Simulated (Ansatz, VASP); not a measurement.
**WS3 in VASP and in Ansatz**

```xyz
4
Lattice="4.6810 0.0000 0.0000 0.0000 4.6810 0.0000 0.0000 0.0000 4.6811" Properties=species:S:1:pos:R:3 pbc="T T T"
W     0.0000    0.0000    4.6476
S     0.0000    2.3405   -0.0308
S     2.3405    0.0000   -0.0308
S     0.0000    0.0000    2.3090
```

Alike in both runs: functional PBE; k mesh 4 × 4 × 4; occupations gaussian, width 0.1 eV; no spin polarisation.

Ansatz relaxed the structure, and its values are those at the end. VASP's run is a single point on that final structure, the one shown.

|  | VASP | Ansatz |
| --- | --- | --- |
| version | VASP 6.6.1 | Ansatz 0.2.0 |
| potentials or method | VASP PAW PBE potentials, release 64 (W_sv, S) | scalar-relativistic, plane waves, PAW |
| plane-wave cutoff (eV) | 520 | 420 |
| valence electrons in the cell | 32 | 32 |

```csv
,VASP,Ansatz,Ansatz less VASP
gap on the k mesh at the Fermi level (eV),none,none,-
pressure (GPa),0.0,0.0,+0.05
```

A gap of «none» marks a metal or a gap that the smearing closes. With one functional, cell and mesh, what is left measures potentials, basis and numerics.

The runs have no spin-orbit coupling, so splittings on W are missing.
